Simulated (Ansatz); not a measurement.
CuO in Ansatz: the effect of Hubbard term

Crystal: CuO.

```
Cu O
1.0
     1.99097   -2.15355    0.00000
     1.99097    2.15355    0.00000
     0.00000    0.00000    5.15593
Cu O
2 2
Direct
  0.50000 0.00000 0.00000
  0.00000 0.50000 0.50000
  0.50000 0.50000 0.25000
  0.50000 0.50000 0.75000
```

Measurements of this composition are mostly on another form, of space group No. 15.

Alike in all runs:

```yaml
Program: Ansatz 0.2.0
Task: projected density of states
Functional: PBE
Potentials_or_basis: Ansatz PAW
Cutoff: "420 eV (not typed: the program's choice for these potentials)"
k_mesh: 9 × 9 × 5
Occupations: fermi-dirac, width 0.05 eV
Spin: no spin polarisation
Hubbard_projectors: ortho-atomic (the default)
Double_counting: fll (the default)
```

```tsv
Hubbard term	pressure (GPa)
none	1.4
Cu d U = 1 eV	1.9
Cu d U = 2 eV	2.4
Cu d U = 3 eV	2.9
Cu d U = 4 eV	?
Cu d U = 5 eV	4.1
Cu d U = 6 eV	4.7
Cu d U = 8 eV	6.2
```

Problem. What does the run with Hubbard term Cu d U = 4 eV give?

Solution. Pressure 3.5 GPa.

Worked out: A parabola through the other rows of the pressure, of slope 0.594 GPa per eV there, gives 3.5 GPa, against the run's 3.5.

Caveats: the run has no spin polarisation, though such a crystal can be magnetic; U without spin polarisation on a metal has little footing (some runs); semilocal functionals often make such compounds metallic where correlation or magnetic order opens a gap, which also shifts bond lengths (some runs).
